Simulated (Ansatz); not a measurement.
# La: what relativity and spin–orbit coupling change

```
La
1.0
    -2.12383    2.12383    2.12383
     2.12383   -2.12383    2.12383
     2.12383    2.12383   -2.12383
La
1
Direct
  0.00000 0.00000 0.00000
```

Conventional cell: a = 4.248 Å, b = 4.248 Å, c = 4.248 Å, α = 90.00°, β = 90.00°, γ = 90.00°. La (atom 1) is surrounded by 8 La at 3.68 Å.

The cell is the one relaxed in the Materials Project (mp-10023), not relaxed further here; entries there can be hypothetical.

One fixed cell is solved with LDA by full-potential LAPW in Ansatz 0.2.0 under different relativistic treatments. Pressure is positive in compression.

Settings: a Γ-centred 11×11×11 k mesh, Fermi–Dirac smearing of 0.03 eV, basis error target 0.5 meV/atom, no spin polarisation.

```tsv
setting	P (GPa)	lowest level at Γ above −25 eV, from the valence-band top or, without a gap, the Fermi level (eV)
scalar-relativistic	-3.55	-15.89
non-relativistic	?	?
with spin–orbit coupling	-3.58	-17.73
```

**Question.** What belongs in the row "non-relativistic", column "lowest level at Γ above −25 eV, from the valence-band top or, without a gap, the Fermi level (eV)"?

**Answer.** -14.55.

**Question.** Give the missing entry: row "non-relativistic", column "P (GPa)".

**Answer.** -5.01.
